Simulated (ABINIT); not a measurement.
The system is TePb.

```xyz
2
Lattice="0.0000 3.2310 3.2310 3.2310 0.0000 3.2310 3.2310 3.2310 0.0000" Properties=species:S:1:pos:R:3 pbc="T T T"
Pb    0.0000    0.0000    0.0000
Te    3.2310    3.2310    3.2310
```

Base run:

- Program: ABINIT 10.8.3 (patched build)
- Functional: PW91
- Potentials or basis: JTH PAW PBE v2.0 sp
- Cutoff: 408 eV
- k mesh: 7 × 7 × 7
- Occupations: fermi-dirac, width 0.05 eV
- Spin: no spin polarisation

Its results: pressure 2.0 GPa.

Task: The run is repeated on the same cell with these changes: functional from PW91 to AM05. What comes out?

Result: Pressure 0.1 GPa.

AM05 binds more tightly than PW91, so the same cell stands under less pressure.

Caveats: the PAW data sets were made with another functional, which shifts forces and pressure a little; this set keeps more shells in the core, which shifts pressures and gaps.

Not every run made on this cell is shown here.
